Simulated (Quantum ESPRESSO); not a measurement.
# PbS (Galena) (Fm-3m) in Quantum ESPRESSO: further runs

The runs below take PbS (Galena) through phonons, phonon dispersion, with PBE, LDA.

All numbers are computed with Quantum ESPRESSO 7.5; they aren't measurements. Logs are shortened: lines on timing, memory, paths and dates and some standing lists are left out, and cuts for length are marked.

**What was measured.**

A printed reference work, monograph reports, for a bulk crystal of PbS at 300 K: high-frequency dielectric constant 17.2.

The results are compared with them further down.

### Step 1. Starting point

The structure is cubic, space group Fm-3m (No. 225). Conventional cell: a = 5.931 Å, b = 5.931 Å, c = 5.931 Å, α = 90.00°, β = 90.00°, γ = 90.00°. Pb (site symmetry m-3m) is surrounded by 6 S at 2.97 Å. S (site symmetry m-3m) has 6 Pb at 2.97 Å as nearest neighbours.

### Step 2. Phonons, PBE

pw.in

```
&CONTROL
  calculation = 'scf'
  prefix = 'pwscf'
  outdir = './tmp'
  pseudo_dir = './pseudo'
  tprnfor = .true.
  tstress = .true.
  disk_io = 'low'
/
&SYSTEM
  ibrav = 0
  nat = 2
  ntyp = 2
  ecutwfc = 90
  nbnd = 21
  occupations = 'smearing'
  smearing = 'fd'
  degauss = 0.00367493
/
&ELECTRONS
  conv_thr = 4d-10
  electron_maxstep = 120
  mixing_beta = 0.5
/
ATOMIC_SPECIES
Pb   207.2000 Pb.upf
S     32.0600 S.upf
CELL_PARAMETERS angstrom
   0.0000000000    2.9657500000    2.9657500000
   2.9657500000    0.0000000000    2.9657500000
   2.9657500000    2.9657500000    0.0000000000
ATOMIC_POSITIONS crystal
Pb     0.0000000000    0.0000000000    0.0000000000
S      0.5000000000    0.5000000000    0.5000000000
K_POINTS automatic
6 6 6 1 1 1
```

gamma.in

```
&CONTROL
  calculation = 'bands'
  prefix = 'pwscf'
  outdir = './tmp'
  pseudo_dir = './pseudo'
  disk_io = 'low'
  verbosity = 'high'
/
&SYSTEM
  ibrav = 0
  nat = 2
  ntyp = 2
  ecutwfc = 90
  nbnd = 21
  occupations = 'smearing'
  smearing = 'fd'
  degauss = 0.00367493
/
&ELECTRONS
  conv_thr = 1d-08
  electron_maxstep = 120
  mixing_beta = 0.5
  diago_full_acc = .true.
  startingwfc = 'random'
/
ATOMIC_SPECIES
Pb   207.2000 Pb.upf
S     32.0600 S.upf
CELL_PARAMETERS angstrom
   0.0000000000    2.9657500000    2.9657500000
   2.9657500000    0.0000000000    2.9657500000
   2.9657500000    2.9657500000    0.0000000000
ATOMIC_POSITIONS crystal
Pb     0.0000000000    0.0000000000    0.0000000000
S      0.5000000000    0.5000000000    0.5000000000
K_POINTS crystal
1
0.0 0.0 0.0 1
```

scf2.in

```
&CONTROL
  calculation = 'scf'
  prefix = 'pwscf'
  outdir = './tmp'
  pseudo_dir = './pseudo'
  tprnfor = .true.
  tstress = .true.
  disk_io = 'low'
/
&SYSTEM
  ibrav = 0
  nat = 2
  ntyp = 2
  ecutwfc = 90
  nbnd = 21
  occupations = 'fixed'
/
&ELECTRONS
  conv_thr = 1d-13
  electron_maxstep = 120
  mixing_beta = 0.5
  startingpot = 'file'
/
ATOMIC_SPECIES
Pb   207.2000 Pb.upf
S     32.0600 S.upf
CELL_PARAMETERS angstrom
   0.0000000000    2.9657500000    2.9657500000
   2.9657500000    0.0000000000    2.9657500000
   2.9657500000    2.9657500000    0.0000000000
ATOMIC_POSITIONS crystal
Pb     0.0000000000    0.0000000000    0.0000000000
S      0.5000000000    0.5000000000    0.5000000000
K_POINTS automatic
6 6 6 1 1 1
```

ph.in

```
phonons of PbS
&INPUTPH
  prefix = 'pwscf'
  outdir = './tmp'
  tr2_ph = 1d-18
  fildyn = 'dyn'
  niter_ph = 90
  alpha_mix(1) = 0.7
  epsil = .true.
/
0.0000000000 0.0000000000 0.0000000000
```

dynmat.in

```
&INPUT
  fildyn = 'dyn'
  asr = 'crystal'
  lperm = .true.
  filout = 'dynmat.disp'
  fileig = 'dynmat.eig'
/
```

dynmat_lo.in

```
&INPUT
  fildyn = 'dyn'
  asr = 'crystal'
  filout = 'dynmat_lo.disp'
  fileig = 'dynmat_lo.eig'
  q(1) = 0
  q(2) = 0
  q(3) = 1
/
```

Potentials or basis: PseudoDojo 0.4 SR PBE stringent.

On the command line:

```bash
$ OMP_NUM_THREADS=1 mpirun -n 4 pw.x -nk 4 -in pw.in > pw.out
$ OMP_NUM_THREADS=1 mpirun -n 4 pw.x -in gamma.in > gamma.out
$ OMP_NUM_THREADS=1 mpirun -n 4 pw.x -nk 4 -in scf2.in > scf2.out
$ OMP_NUM_THREADS=1 mpirun -n 4 ph.x -nk 4 -in ph.in > ph.out
$ OMP_NUM_THREADS=1 mpirun -n 1 dynmat.x -in dynmat.in > dynmat.out
$ OMP_NUM_THREADS=1 mpirun -n 1 dynmat.x -in dynmat_lo.in > dynmat_lo.out
```

pw.out:

```text
This program is part of the open-source Quantum ESPRESSO suite
     for quantum simulation of materials; please cite
[... 6 lines left out ...]
     using ibrav=0 with symmetry is DISCOURAGED, use correct ibrav instead

     K-points division:     npool     =       4
     Subspace diagonalization in iterative solution of the eigenvalue problem:
     a serial algorithm will be used

     G-vector sticks info
     --------------------
     sticks:   dense  smooth     PW     G-vecs:    dense   smooth      PW
     Sum        1555    1555    451                40677    40677    6375

     Using Slab Decomposition

     bravais-lattice index     =            0
     lattice parameter (alat)  =       7.9259  a.u.
     unit-cell volume          =     352.0710 (a.u.)^3
     number of atoms/cell      =            2
     number of atomic types    =            2
     number of electrons       =        28.00
     number of Kohn-Sham states=           21
     kinetic-energy cutoff     =      90.0000  Ry
     charge density cutoff     =     360.0000  Ry
     scf convergence threshold =      4.0E-10
     mixing beta               =       0.5000
     number of iterations used =            8  plain     mixing
     Exchange-correlation= PBE
                           (   1   4   3   4   0   0   0)

     celldm(1)=   7.925897  celldm(2)=   0.000000  celldm(3)=   0.000000
     celldm(4)=   0.000000  celldm(5)=   0.000000  celldm(6)=   0.000000

     crystal axes: (cart. coord. in units of alat)
               a(1) = (   0.000000   0.707107   0.707107 )
               a(2) = (   0.707107   0.000000   0.707107 )
               a(3) = (   0.707107   0.707107   0.000000 )

     reciprocal axes: (cart. coord. in units 2 pi/alat)
               b(1) = ( -0.707107  0.707107  0.707107 )
               b(2) = (  0.707107 -0.707107  0.707107 )
               b(3) = (  0.707107  0.707107 -0.707107 )

     PseudoPot. # 1 for Pb read from file:
     Pb.upf
     Pseudo is Norm-conserving + core correction, Zval = 22.0
     Generated using ONCVPSP code by D. R. Hamann
     Using radial grid of 1692 points,  7 beta functions with:
                l(1) =   0
                l(2) =   0
                l(3) =   1
                l(4) =   1
                l(5) =   2
                l(6) =   2
                l(7) =   3

     PseudoPot. # 2 for S  read from file:
     S.upf
     Pseudo is Norm-conserving + core correction, Zval =  6.0
     Generated using ONCVPSP code by D. R. Hamann
     Using radial grid of 1148 points,  6 beta functions with:
                l(1) =   0
                l(2) =   0
                l(3) =   1
                l(4) =   1
                l(5) =   2
                l(6) =   2

     atomic species   valence    mass     pseudopotential
     Pb               22.00   207.20000     Pb( 1.00)
     S                 6.00    32.06000     S ( 1.00)

     48 Sym. Ops., with inversion, found

   Cartesian axes

     site n.     atom                  positions (alat units)
         1        Pb     tau(   1) = (   0.0000000   0.0000000   0.0000000  )
         2        S      tau(   2) = (   0.7071068   0.7071068   0.7071068  )

     number of k points=    28  Fermi-Dirac smearing, width (Ry)=  0.0037
                       cart. coord. in units 2pi/alat
        k(    1) = (   0.0589256   0.0589256   0.0589256), wk =   0.0185185
        k(    2) = (   0.1767767   0.1767767  -0.0589256), wk =   0.0555556
        k(    3) = (   0.2946278   0.2946278  -0.1767767), wk =   0.0555556
        k(    4) = (  -0.2946278  -0.2946278   0.4124790), wk =   0.0555556
        k(    5) = (  -0.1767767  -0.1767767   0.2946278), wk =   0.0555556
        k(    6) = (  -0.0589256  -0.0589256   0.1767767), wk =   0.0555556
[... 20 lines left out ...]
        k(   27) = (   0.2946278   0.2946278   0.2946278), wk =   0.0185185
        k(   28) = (  -0.2946278  -0.2946278   0.8838835), wk =   0.0555556

     Dense  grid:    40677 G-vectors     FFT dimensions: (  48,  48,  48)

     Initial potential from superposition of free atoms

     starting charge      27.9978, renormalised to      28.0000
     Starting wfcs are   17 randomized atomic wfcs +    4 random wfcs

     Self-consistent Calculation

     iteration #  1     ecut=    90.00 Ry     beta= 0.50
     Davidson diagonalization with overlap
     ethr =  1.00E-02,  avg # of iterations =  5.6

     Threshold (ethr) on eigenvalues was too large:
     Diagonalizing with lowered threshold

     Davidson diagonalization with overlap
     ethr =  4.55E-04,  avg # of iterations =  1.8

     total energy              =    -441.62358410 Ry
     estimated scf accuracy    <       0.12717774 Ry

     iteration #  2     ecut=    90.00 Ry     beta= 0.50
     Davidson diagonalization with overlap
     ethr =  4.54E-04,  avg # of iterations =  2.6
[... 36 lines left out ...]
     total energy              =    -441.66161763 Ry
     estimated scf accuracy    <       0.00000002 Ry

     iteration #  8     ecut=    90.00 Ry     beta= 0.50
     Davidson diagonalization with overlap
     ethr =  6.74E-11,  avg # of iterations =  2.0

     End of self-consistent calculation

          k = 0.0589 0.0589 0.0589 (  5035 PWs)   bands (ev):

  -129.8109 -71.5004 -71.5004 -71.5004  -6.9212  -6.9198  -6.9198  -6.9062
    -6.9062  -3.6246   3.6567   7.7590   7.7590   7.9032  14.4575  14.7193
    14.7193  16.6190  16.8020  16.8020  19.1885

          k = 0.1768 0.1768-0.0589 (  5053 PWs)   bands (ev):

  -129.8109 -71.5005 -71.5004 -71.5004  -6.9211  -6.9198  -6.9194  -6.9077
    -6.8961  -3.3189   2.8301   7.4117   8.0328   8.6909  12.5539  13.2247
    14.1437  16.8173  17.1046  18.0861  19.8566

          k = 0.2946 0.2946-0.1768 (  5069 PWs)   bands (ev):

  -129.8109 -71.5005 -71.5005 -71.5004  -6.9363  -6.9329  -6.9172  -6.8849
    -6.8800  -2.7076   1.6105   7.4346   8.1664   9.4363  10.9479  12.1177
    13.0777  17.4796  18.4469  19.7220  21.4055

          k =-0.2946-0.2946 0.4125 (  5081 PWs)   bands (ev):

  -129.8109 -71.5005 -71.5005 -71.5005  -6.9453  -6.9349  -6.9165  -6.8782
    -6.8722  -2.4182   1.1425   7.7263   7.9555   9.3704  10.7504  12.1495
    12.4480  18.1797  19.9286  20.0226  20.3364
[... 13 lines left out ...]
          k = 0.2946 0.0589 0.0589 (  5054 PWs)   bands (ev):

  -129.8109 -71.5005 -71.5004 -71.5004  -6.9428  -6.9290  -6.9059  -6.8999
    -6.8912  -3.1611   2.7482   7.2960   7.3297   8.7679  11.9535  14.2454
    14.4917  15.4188  18.7504  18.9155  20.0411

          k = 0.4125 0.1768-0.0589 (  5077 PWs)   bands (ev):

  -129.8109 -71.5005 -71.5005 -71.5005  -6.9712  -6.9268  -6.9089  -6.8866
    -6.8774  -2.6501   2.0784   6.7235   7.2940   8.1692  12.3399  13.5369
    14.0673  16.0686  19.7293  20.3694  20.7829

          k =-0.1768-0.4125 0.5303 (  5079 PWs)   bands (ev):

  -129.8109 -71.5005 -71.5005 -71.5005  -6.9778  -6.9206  -6.9090  -6.8901
    -6.8712  -2.2212   1.4661   6.4018   6.9770   8.6661  11.7391  13.3336
    13.9779  17.3766  19.0009  20.6918  21.1193

          k =-0.0589-0.2946 0.4125 (  5079 PWs)   bands (ev):

  -129.8109 -71.5005 -71.5005 -71.5005  -6.9613  -6.9211  -6.9121  -6.8888
    -6.8818  -2.4749   1.7061   6.3333   7.5995   8.9984  11.4711  12.7640
    14.0861  17.4052  19.2676  19.9256  20.9543

          k = 0.0589-0.1768 0.2946 (  5074 PWs)   bands (ev):

  -129.8109 -71.5005 -71.5005 -71.5004  -6.9379  -6.9222  -6.9163  -6.8996
    -6.8867  -3.0326   2.3716   7.0860   7.8893   8.9974  11.6624  13.1179
    14.0282  16.3869  18.2961  19.1400  20.2170

          k = 0.5303 0.0589 0.0589 (  5081 PWs)   bands (ev):

  -129.8109 -71.5005 -71.5005 -71.5005  -7.0238  -6.9406  -6.8875  -6.8719
    -6.8690  -2.3234   2.3765   5.9352   6.7009   6.8084  13.9195  14.2728
    15.0519  15.3598  20.6718  21.3000  21.5910

          k =-0.0589-0.5303 0.6482 (  5080 PWs)   bands (ev):

  -129.8109 -71.5005 -71.5005 -71.5005  -7.0334  -6.9334  -6.8921  -6.8743
    -6.8630  -2.0289   2.1930   5.0958   6.3007   7.4996  13.6415  14.2067
    15.0738  16.1225  20.3484  21.6372  21.7860

          k = 0.0589-0.4125 0.5303 (  5088 PWs)   bands (ev):

  -129.8109 -71.5005 -71.5005 -71.5005  -6.9955  -6.9141  -6.9053  -6.8935
    -6.8708  -2.0981   1.6683   5.5992   6.7563   8.5090  12.1239  13.7025
    14.5542  17.3576  18.7869  20.5960  21.9375

          k = 0.1768-0.2946 0.4125 (  5081 PWs)   bands (ev):

  -129.8109 -71.5005 -71.5005 -71.5005  -6.9537  -6.9282  -6.9137  -6.8861
    -6.8745  -2.4475   1.4035   7.0634   7.7226   9.0518  11.1876  12.5110
    13.3648  17.4837  19.3825  20.1445  20.8223

          k =-0.6482 0.0589 0.0589 (  5077 PWs)   bands (ev):

  -129.8109 -71.5005 -71.5005 -71.5005  -7.0507  -6.9438  -6.8827  -6.8640
    -6.8626  -2.0467   2.5338   4.9236   6.5498   6.6274  13.8260  15.2183
    15.3163  15.5452  21.1493  21.6479  21.8219

          k =-0.5303 0.1768-0.0589 (  5082 PWs)   bands (ev):

  -129.8109 -71.5005 -71.5005 -71.5005  -7.0087  -6.9310  -6.8995  -6.8767
    -6.8694  -2.2695   2.0411   6.0346   6.4765   7.6812  13.2263  14.1265
    14.3688  16.0450  20.5597  21.0346  21.4843

          k =-0.4125 0.0589 0.0589 (  5063 PWs)   bands (ev):

  -129.8109 -71.5005 -71.5005 -71.5005  -6.9821  -6.9352  -6.8959  -6.8852
    -6.8796  -2.7467   2.4327   6.9419   6.9711   7.5710  12.8370  14.1829
    14.7108  15.1722  19.9758  20.0603  20.8231

          k = 0.1768 0.1768 0.1768 (  5060 PWs)   bands (ev):

  -129.8109 -71.5005 -71.5004 -71.5004  -6.9249  -6.9249  -6.9195  -6.8946
    -6.8946  -3.1815   2.4474   7.9005   7.9005   8.7411  12.2678  13.1269
    13.1269  16.7730  17.8304  17.8304  21.9966
[... 31 lines left out ...]
          k =-0.0589-0.2946 0.6482 (  5089 PWs)   bands (ev):

  -129.8109 -71.5005 -71.5005 -71.5005  -7.0133  -6.9157  -6.9040  -6.8925
    -6.8630  -2.0101   1.9127   5.4295   5.8725   8.6394  12.2963  14.3194
    14.7007  17.2908  18.7630  21.7070  22.0514

          k =-0.7660 0.1768 0.1768 (  5078 PWs)   bands (ev):

  -129.8109 -71.5005 -71.5005 -71.5005  -7.0165  -6.9245  -6.8996  -6.8786
    -6.8687  -2.0473   1.8896   5.2688   6.9903   7.4551  13.1845  13.9972
    14.8611  16.1577  20.1787  20.6638  22.3540

          k = 0.2946 0.2946 0.2946 (  5054 PWs)   bands (ev):

  -129.8109 -71.5005 -71.5004 -71.5004  -6.9372  -6.9372  -6.9185  -6.8757
    -6.8757  -2.5676   1.2641   8.0941   8.0941   9.5935  10.6899  12.0279
    12.0279  18.0364  19.4611  19.4611  21.1134

          k =-0.2946-0.2946 0.8839 (  5074 PWs)   bands (ev):

  -129.8109 -71.5005 -71.5005 -71.5005  -6.9598  -6.9270  -6.9109  -6.8855
    -6.8750  -2.3135   1.2965   6.7223   7.8009   8.8249  11.3813  12.4338
    13.5927  18.1072  19.2657  19.4096  21.3030

     the Fermi energy is    10.1305 ev

!    total energy              =    -441.66161763 Ry
     estimated scf accuracy    <          4.0E-10 Ry
     smearing contrib. (-TS)   =      -0.00000005 Ry
     internal energy E=F+TS    =    -441.66161759 Ry

     The total energy is F=E-TS. E is the sum of the following terms:
     one-electron contribution =    -258.46331424 Ry
     hartree contribution      =     129.44470358 Ry
     xc contribution           =     -74.27748886 Ry
     ewald contribution        =    -238.36551806 Ry

     convergence has been achieved in   8 iterations

     Forces acting on atoms (cartesian axes, Ry/au):

     atom    1 type  1   force =    -0.00000000   -0.00000000    0.00000000
     atom    2 type  2   force =     0.00000000    0.00000000   -0.00000000

     Total force =     0.000000     Total SCF correction =     0.000000

     Computing stress (Cartesian axis) and pressure

          total   stress  (Ry/bohr**3)                   (kbar)     P=       21.77
   0.00014800  -0.00000000  -0.00000000           21.77       -0.00       -0.00
  -0.00000000   0.00014800   0.00000000           -0.00       21.77        0.00
  -0.00000000   0.00000000   0.00014800           -0.00        0.00       21.77

=------------------------------------------------------------------------------=
   JOB DONE.
=------------------------------------------------------------------------------=
```

It took 6.7 min on 4 MPI ranks of Arm Neoverse V1, shared host; peak memory 0.52 GiB.

What came out:

```yaml
Free_energy: -6009.1124 eV
Pressure_after_relaxing: 2.2 GPa
Electronic_dielectric_tensor_diagonal: 15.69
Born_charges_mean_of_the_diagonal: Pb +4.50; S -4.47 e
Highest_phonon_frequency_at_Γ_LO-TO_splitting_left_out: 75 cm⁻¹
Static_dielectric_tensor_diagonal: 136.44
```

Levels at points of the mesh, in eV from the valence-band top:
| k point | band 10 | band 11 | band 12 | band 13 | band 14 | band 15 | band 16 | band 17 | band 18 | band 19 |
| --- | --- | --- | --- | --- | --- | --- | --- | --- | --- | --- |
| (0.08, 0.08, 0.08) | -13.22 | -5.94 | -1.83 | -1.83 | -1.69 | 4.86 | 5.13 | 5.13 | 7.03 | 7.21 |

Phonon frequencies in cm⁻¹ (negative: imaginary):
| q point | frequencies |
| --- | --- |
| (0.000, 0.000, 0.000) | -1 -1 -1 75 75 75 |

Electronic dielectric tensor:
```
15.69  0.00  0.00
 0.00 15.69  0.00
 0.00  0.00 15.69
```

Born effective charge tensors (e):
atom 1, Pb
```
4.50 0.00 0.00
0.00 4.50 0.00
0.00 0.00 4.50
```
atom 2, S
```
-4.47  0.00  0.00
 0.00 -4.47  0.00
 0.00  0.00 -4.47
```

Optical modes at Γ, degenerate ones joined, polar ones without the macroscopic field:
```
cm⁻¹  components  symmetry  active in  IR intensity, summed ((D/Å)²/amu)
  75           3       T1u         IR                              50.22
```

Zone-centre frequencies without and with the macroscopic field along z (cm⁻¹):
```tsv
	optical modes in rising order
without	75 75 75
with the field	75 75 222
```

Static dielectric tensor, electrons and zone-centre modes:
```
136.44   0.00   0.00
  0.00 136.44   0.00
  0.00   0.00 136.44
```

The run has no spin-orbit coupling, so splittings on Pb are missing.

[end of part 1 of 3]
